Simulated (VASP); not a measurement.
# CdF2 (Fm-3m) in VASP: a series of runs

One crystal, CdF2, is run at these levels: PBE-EpsX, PBE, LDA; tasks: band structure, elastic constants, phonons, dielectric tensor.

Program: VASP 6.6.1. These are calculated values, not measurements. Logs are shortened: lines on timing, memory, paths and dates and some standing lists are left out, and cuts for length are marked.

**1. The structure**

The structure is cubic, space group Fm-3m (No. 225). Conventional cell: a = 5.394 Å, b = 5.394 Å, c = 5.394 Å, α = 90.00°, β = 90.00°, γ = 90.00°. Around Cd (site symmetry m-3m) lie 8 F at 2.34 Å. F (site symmetry -43m) is surrounded by 4 Cd at 2.34 Å.

**2. Band structure, PBE-EpsX**

Contents of POSCAR:

```
CdF2                                    
1.0
    0.0000000000      2.6969680788      2.6969680788
    2.6969680788      0.0000000000      2.6969680788
    2.6969680788      2.6969680788      0.0000000000
  Cd              F             
     1     2
Direct
     0.0000000000000000    0.0000000000000000    0.0000000000000000
     0.2500000000000000    0.2500000000000000    0.2500000000000000
     0.7500000000000000    0.7500000000000000    0.7500000000000000
```

Contents of INCAR.step1:

```
PREC = Accurate ; ENCUT = 520
EDIFF = 1E-8 ; ISMEAR = 0
SIGMA = 0.03 ; LREAL = False
LASPH = True ; NELM = 80
ALGO = Normal ; ISIF = 2
LWAVE = False ; LCHARG = False
KPAR = 4 ; GGA = PE
LEPSILON = True
```

Contents of KPOINTS.step1:

```
Automatic mesh
0
G
  10 10 10
  0 0 0
```

Contents of INCAR.step2:

```
PREC = Accurate ; ENCUT = 520
EDIFF = 1E-5 ; ISMEAR = 0
SIGMA = 0.03 ; LREAL = False
LASPH = True ; NELM = 80
ALGO = Normal ; ISIF = 2
LWAVE = True ; LCHARG = False
NBANDS = 20 ; KPAR = 4
GGA = PE
```

Contents of KPOINTS.step2:

```
regular mesh
0
Gamma
  6 6 6
```

Contents of INCAR.step3:

```
PREC = Accurate ; ENCUT = 520
EDIFF = 1E-6 ; ISMEAR = 0
SIGMA = 0.03 ; LREAL = False
LASPH = True ; NELM = 80
ALGO = Normal ; ISIF = 2
LWAVE = False ; LCHARG = False
GGA = PE ; LHFCALC = True
AEXX = 0.3569 ; PRECFOCK = Fast
HFRCUT = -1 ; NBANDS = 20
KPAR = 4 ; ISTART = 1
```

Contents of KPOINTS.step3:

```
regular mesh
0
Gamma
  6 6 6
```

Contents of KPOINTS_OPT:

```
explicit points
6
Reciprocal
 0.0000000000  0.0000000000  0.0000000000 1
 0.3750000000  0.3750000000  0.7500000000 1
 0.5000000000  0.5000000000  0.5000000000 1
 0.6250000000  0.2500000000  0.6250000000 1
 0.5000000000  0.2500000000  0.7500000000 1
 0.5000000000  0.0000000000  0.5000000000 1
```

Potentials or basis: VASP PAW PBE potentials, release 64 (Cd, F).

Started as:

```console
cat potpaw_PBE.64/Cd/POTCAR potpaw_PBE.64/F/POTCAR > POTCAR
cp INCAR.step1 INCAR
cp KPOINTS.step1 KPOINTS
mpirun -np 4 vasp_std > vasp.out
cp INCAR.step2 INCAR
cp KPOINTS.step2 KPOINTS
mpirun -np 4 vasp_std > vasp.out
cp INCAR.step3 INCAR
cp KPOINTS.step3 KPOINTS
mpirun -np 4 vasp_std > vasp.out
```

OUTCAR:

```text
PREC = Accurate
   ENCUT = 520
   EDIFF = 1E-6
   ISMEAR = 0
   LREAL = False
   LASPH = True
   NELM = 80
   ISIF = 2
   GGA = PE
   LHFCALC = True
   AEXX = 0.3569
   PRECFOCK = Fast
   ISTART = 1

 ion  position               nearest neighbor table
   1  0.000  0.000  0.000-   3 2.34   2 2.34   3 2.34   2 2.34   3 2.34   3 2.34   2 2.34   2 2.34

   2  0.250  0.250  0.250-   1 2.34   1 2.34   1 2.34   1 2.34
   3  0.750  0.750  0.750-   1 2.34   1 2.34   1 2.34   1 2.34

  LATTYP: Found a face centered cubic cell.
 ALAT       =     5.3939361576

  Lattice vectors:

 A1 = (   0.0000000000,   2.6969680788,   2.6969680788)
 A2 = (   2.6969680788,   0.0000000000,   2.6969680788)
 A3 = (   2.6969680788,   2.6969680788,   0.0000000000)

Analysis of symmetry for initial positions (statically):
=====================================================================
 Subroutine PRICEL returns:
 Original cell was already a primitive cell.

 Routine SETGRP: Setting up the symmetry group for a
 face centered cubic supercell.

 Subroutine GETGRP returns: Found 48 space group operations
 (whereof 48 operations were pure point group operations)
 out of a pool of 48 trial point group operations.

The static configuration has the point symmetry O_h .

Analysis of symmetry for dynamics (positions and initial velocities):
=====================================================================
 Subroutine PRICEL returns:
 Original cell was already a primitive cell.

 Routine SETGRP: Setting up the symmetry group for a
 face centered cubic supercell.

 Subroutine GETGRP returns: Found 48 space group operations
 (whereof 48 operations were pure point group operations)
 out of a pool of 48 trial point group operations.

The dynamic configuration has the point symmetry O_h .

 Subroutine INISYM returns: Found 48 space group operations
 (whereof 48 operations are pure point group operations),
 and found     1 'primitive' translations

----------------------------------------------------------------------------------------

                                     Primitive cell

  volume of cell :      39.2335

  direct lattice vectors                    reciprocal lattice vectors
     0.000000000  2.696968079  2.696968079    -0.185393370  0.185393370  0.185393370
     2.696968079  0.000000000  2.696968079     0.185393370 -0.185393370  0.185393370
     2.696968079  2.696968079  0.000000000     0.185393370  0.185393370 -0.185393370

  length of vectors
     3.814088834  3.814088834  3.814088834     0.321110736  0.321110736  0.321110736

  position of ions in fractional coordinates (direct lattice)
     0.000000000  0.000000000  0.000000000
     0.250000000  0.250000000  0.250000000
     0.750000000  0.750000000  0.750000000

  ion indices of the primitive-cell ions
   primitive index   ion index
                 1           1
                 2           2
                 3           3

----------------------------------------------------------------------------------------

 KPOINTS: regular mesh

Automatic generation of k-mesh.
 Grid dimensions read from file:
 generate k-points for:    6    6    6

 Generating k-lattice:

  Cartesian coordinates                     Fractional coordinates (reciprocal lattice)
    -0.030898895  0.030898895  0.030898895     0.166666667  0.000000000  0.000000000
     0.030898895 -0.030898895  0.030898895     0.000000000  0.166666667  0.000000000
     0.030898895  0.030898895 -0.030898895     0.000000000  0.000000000  0.166666667

  Length of vectors
     0.053518456  0.053518456  0.053518456

  Shift w.r.t. Gamma in fractional coordinates (k-lattice)
     0.000000000  0.000000000  0.000000000

 Subroutine IBZKPT returns following result:
 ===========================================

 Found     16 irreducible k-points:

 Following reciprocal coordinates:
            Coordinates               Weight
  0.000000  0.000000  0.000000      1.000000
  0.166667  0.000000  0.000000      8.000000
  0.333333  0.000000  0.000000      8.000000
  0.500000  0.000000  0.000000      4.000000
  0.166667  0.166667  0.000000      6.000000
  0.333333  0.166667  0.000000     24.000000
[... 8 lines left out ...]
 -0.333333  0.333333  0.166667     24.000000
 -0.333333  0.500000  0.166667     12.000000
   k-points           NKPTS =     16   k-points in BZ     NKDIM =    216   number of bands    NBANDS=     20
   number of dos      NEDOS =    301   number of ions     NIONS =      3
   total plane-waves  NPLWV =  21952
   dimension x,y,z NGX =    28 NGY =   28 NGZ =   28
   dimension x,y,z NGXF=    56 NGYF=   56 NGZF=   56
   ions per type =               1   2
   NGX,Y,Z   is equivalent  to a cutoff of  12.20, 12.20, 12.20 a.u.
   NGXF,Y,Z  is equivalent  to a cutoff of  24.41, 24.41, 24.41 a.u.
 SYSTEM =  unknown system
   PREC   = accura    normal or accurate (medium, high low for compatibility)
   ISTART =      1    job   : 0-new  1-cont  2-samecut
   ICHARG =      0    charge: 1-file 2-atom 10-const
   ISPIN  =      1    spin polarized calculation?
   LNONCOLLINEAR =      F non collinear calculations
   LSORBIT =      F    spin-orbit coupling
   LASPH  =      T    aspherical Exc in radial PAW
   ENCUT  =  520.0 eV  38.22 Ry    6.18 a.u.   7.09  7.09  7.09*2*pi/ulx,y,z
   NELM   =     80;   NELMIN=  2; NELMDL=  0     # of ELM steps
   EDIFF  = 0.1E-05   stopping-criterion for ELM
   LREAL  =      F    real-space projection
   EDIFFG = 0.1E-04   stopping-criterion for IOM
   NSW    =      0    number of steps for IOM
   IBRION =     -1    ionic relax: 0-MD 1-quasi-New 2-CG
   NFREE  =      0    steps in history (QN), initial steepest desc. (CG)
   ISIF   =      2    stress and relaxation
   ISYM   =      3    0-nonsym 1-usesym 2-fastsym
   POTIM  = 0.5000    time-step for ionic-motion
   TEBEG  =    0.0;   TEEND  =   0.0 temperature during run
   PSTRESS=    0.0 pullay stress
   NELECT =      26.0000    total number of electrons
   NUPDOWN=      -1.0000    fix difference up-down
   EMIN   =  10.00;   EMAX   =-10.00  energy-range for DOS
   EFERMI =   0.00;   METHOD = LEGACY
   ISMEAR =     0;   SIGMA  =   0.03  broadening in eV -4-tet -1-fermi 0-gaus
   EFERMI_NEDOS =   21; number of points for ismear=-14 and -15
   IALGO  =     38    algorithm
   IMIX   =      1    mixing-type and parameters
     AMIX     =   0.40;   BMIX     =  1.00
     AMIX_MAG =   1.60;   BMIX_MAG =  1.00
  volume/ion in A,a.u.               =      13.08        88.25
  Fermi-wavevector in a.u.,A,eV,Ry     =   1.427294  2.697195 27.717360  2.037168
  Thomas-Fermi vector in A             =   2.547479
   LORBIT       =      0    0 simple, 1 ext, 2 COOP (PROOUT), +10 PAW based schemes
   GGA     = PE    functional components
   LHFCALC =     T    Hartree Fock is set to
   PRECFOCK=fast      Normal, Fast or Accurate (Low or Medium for compatibility)
   ENCUT4O =  -1.0   cutoff for four orbital integrals eV
   NKREDX  =     1    reduce k-point grid by
   NKREDY  =     1    reduce k-point grid by
   NKREDZ  =     1    reduce k-point grid by
   AEXX    =    0.3569 exact exchange contribution
   HFSCREEN=    0.0000 screening length (either q_TF or 0.3 A-1)
   HFSCREENC=   0.0000 screening length for correlation (either q_TF or 0.3 A-1)
   ENCUTFOCK=  -1.0 apply spherical cutoff to Coloumb kernel
   IVDW    =     0    specifies the selected vdW correction
   LEPSILON=     F    determine dielectric tensor
   LRPA    =     F    only Hartree local field effects (RPA)
 non-spin polarized calculation
 Gauss-broadening in eV      SIGMA  =   0.03
  energy-cutoff  :      520.00
  volume of cell :       39.23
 maximum number of plane-waves:      1067
  NGX = 16; NGY = 16; NGZ = 16

 number of electron      25.9999987 magnetization

 Free energy of the ion-electron system (eV)
  ---------------------------------------------------
  ext. energy  EPLUGINS =         0.00000000
  ---------------------------------------------------
  free energy    TOTEN  =       -16.96066406 eV

  energy without entropy =      -16.96066406  energy(sigma->0) =      -16.96066406

 E-fermi :  -3.9473     XC(G=0):  -7.1371

 val. band max:       -4.1830647777   @ k =  -0.3333   0.5000   0.1667
 cond. band min:       3.0052059630   @ k =   0.0000   0.0000   0.0000
 fundamental gap:      7.1882707408
 Fermi energy:        -3.9473445220

 k-point     1 :       0.0000    0.0000    0.0000
  band No.  band energies     occupation
      1     -27.3223      2.00000
      2     -26.1731      2.00000
      3     -10.3790      2.00000
      4     -10.3790      2.00000
      5     -10.3790      2.00000
      6      -9.0434      2.00000
[... 12 lines left out ...]
     19      20.0981      0.00000
     20      20.0981      0.00000

 k-point     2 :       0.1667    0.0000    0.0000
  band No.  band energies     occupation
      1     -27.2325      2.00000
      2     -26.2528      2.00000
      3     -10.2733      2.00000
      4     -10.2733      2.00000
      5     -10.0697      2.00000
      6      -9.0708      2.00000
[... 12 lines left out ...]
     19      19.5112      0.00000
     20      19.5112      0.00000

 k-point     3 :       0.3333    0.0000    0.0000
  band No.  band energies     occupation
      1     -27.0059      2.00000
      2     -26.4567      2.00000
      3     -10.0812      2.00000
      4     -10.0812      2.00000
      5      -9.3321      2.00000
      6      -9.0558      2.00000
[... 12 lines left out ...]
     19      18.7116      0.00000
     20      19.6066      0.00000

 k-point     4 :       0.5000    0.0000    0.0000
  band No.  band energies     occupation
      1     -26.7618      2.00000
      2     -26.6869      2.00000
      3     -10.0087      2.00000
      4     -10.0087      2.00000
      5      -8.9886      2.00000
      6      -8.9886      2.00000
[... 245 lines left out ...]
 k-point    15 :      -0.3333    0.3333    0.1667
  band No.  band energies     occupation
      1     -26.7175      2.00000
      2     -26.6987      2.00000
      3      -9.7594      2.00000
      4      -9.6258      2.00000
      5      -9.1966      2.00000
      6      -9.1614      2.00000
[... 12 lines left out ...]
     19      19.1666      0.00000
     20      22.2447      0.00000

 k-point    16 :      -0.3333    0.5000    0.1667
  band No.  band energies     occupation
      1     -26.7716      2.00000
      2     -26.6323      2.00000
      3      -9.7760      2.00000
      4      -9.3868      2.00000
      5      -9.3162      2.00000
      6      -9.1445      2.00000
[... 12 lines left out ...]
     19      20.5378      0.00000
     20      21.1087      0.00000

------------------------ aborting loop because EDIFF is reached ----------------------------------------

  FORCE on cell =-STRESS in cart. coord.  units (eV):
  Direction    XX          YY          ZZ          XY          YZ          ZX
  --------------------------------------------------------------------------------------
  -------------------------------------------------------------------------------------
  Total        0.1399836      0.1399836      0.1399836      0.0000000      0.0000000     -0.0000000
  in kB        5.7165021      5.7165021      5.7165021      0.0000000      0.0000000     -0.0000000
  external PRESSURE =       5.7165021 kB  Pullay stress =       0.0000000 kB

 VOLUME and BASIS-vectors are now :
 -----------------------------------------------------------------------------
  energy-cutoff  :      520.00
  volume of cell :       39.23
      direct lattice vectors                 reciprocal lattice vectors
     0.000000000  2.696968079  2.696968079    -0.185393370  0.185393370  0.185393370
     2.696968079  0.000000000  2.696968079     0.185393370 -0.185393370  0.185393370
     2.696968079  2.696968079  0.000000000     0.185393370  0.185393370 -0.185393370

 POSITION                                       TOTAL-FORCE (eV/Angst)
 -----------------------------------------------------------------------------------
      0.00000      0.00000      0.00000        -0.000000     -0.000000     -0.000000
      1.34848      1.34848      1.34848        -0.000000      0.000000      0.000000
      4.04545      4.04545      4.04545         0.000000     -0.000000     -0.000000
 -----------------------------------------------------------------------------------
    total drift:                                0.000000      0.000000      0.000000

  FREE ENERGIE OF THE ION-ELECTRON SYSTEM (eV)
  ---------------------------------------------------
  free  energy   TOTEN  =       -16.9606640570 eV

  energy  without entropy=      -16.9606640570  energy(sigma->0) =      -16.96066406
```

It took 6.2 min on 4 MPI ranks of Intel Xeon 6975P-C (Granite Rapids), shared host; peak memory 0.31 GiB.

Results:

- Free energy: -16.9607 eV
- Pressure: 0.6 GPa
- Band gap on the k mesh: 7.19 eV, indirect (least direct gap 7.78 eV)
- Band gap along the path: 7.17 eV, indirect (least direct gap 7.78 eV)

Caveat: the PAW data sets were made with another functional, which shifts forces and pressure a little.

(Part 1 of 3 ends here.)
